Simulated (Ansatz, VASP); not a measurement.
## Ge in VASP and in Ansatz

File INCAR:

```
SYSTEM = Ge
PREC     = Accurate       ! precision mode
ENCUT    = 520            ! plane-wave cutoff, eV
EDIFF    = 1E-6           ! SCF threshold, eV
ISMEAR   = -1             ! smearing method
SIGMA    = 0.2            ! smearing width, eV
LREAL    = .False.        ! projectors in reciprocal space
LASPH    = .True.         ! aspherical terms in the spheres
NELM     = 60             ! most SCF steps
ALGO     = Normal         ! electronic algorithm
ISIF     = 2              ! what is computed and relaxed
LWAVE    = .False.        ! write WAVECAR
LCHARG   = .False.        ! write CHGCAR
GGA      = PS             ! functional
NBANDS   = 13             ! bands
```

KPOINTS

```
regular mesh
0
Gamma
  12 12 11
  0 0 0
```

The input POSCAR:

```
Ge
1.0
    1.4509375884     -2.7006327984      0.0000000000
    1.4509375884      2.7006327984      0.0000000000
    0.0000000000      0.0000000000      2.8021097106
Ge
1
Direct
    0.5000000000      0.5000000000      0.0000000000
```

Input for Ansatz:

```yaml
crystal:
  lattice:
    - [1.4509375883814335, -2.700632798353885, 0.0]
    - [1.4509375883814335, 2.700632798353885, 0.0]
    - [0.0, 0.0, 2.802109710586361]
  atoms:
    - { symbol: Ge, position: [0.5, 0.5, 0.0] }
basis:
  ecutwfc: 500.0
kpoints:
  mp_grid:
    grid: [12, 12, 11]
hamiltonian:
  xc: pbesol
scf:
  max_iter: 150
  convergence:
    dr2_threshold: 1.0e-09
  occupations:
    method: fermi_dirac
    width: 0.2
  eigensolver:
    kind: davidson
    full_accuracy: true
output:
  stress: true
```

This isn't the form of Ge at room conditions, which is diamond.

Alike in both runs: task single point; functional PBEsol; k mesh 12 × 12 × 11; occupations fermi-dirac, width 0.2 eV; no spin polarisation.

```csv
,VASP,Ansatz
version,VASP 6.6.1,Ansatz 0.2.0
potentials or method,"VASP PAW PBE potentials, release 64 (Ge_d)","plane waves, PAW"
plane-wave cutoff (eV),520,500
valence electrons in the cell,14,14
```

```tsv
	VASP	Ansatz	Ansatz less VASP
pressure (GPa)	-9.0	-8.9	+0.10
largest component of the traceless stress (GPa)	1.13	1.14	+0.018
```

Ansatz warned: «stress_scf_threshold_loose».

Caveats: the PAW data sets were made with another functional, which shifts forces and pressure a little (VASP).
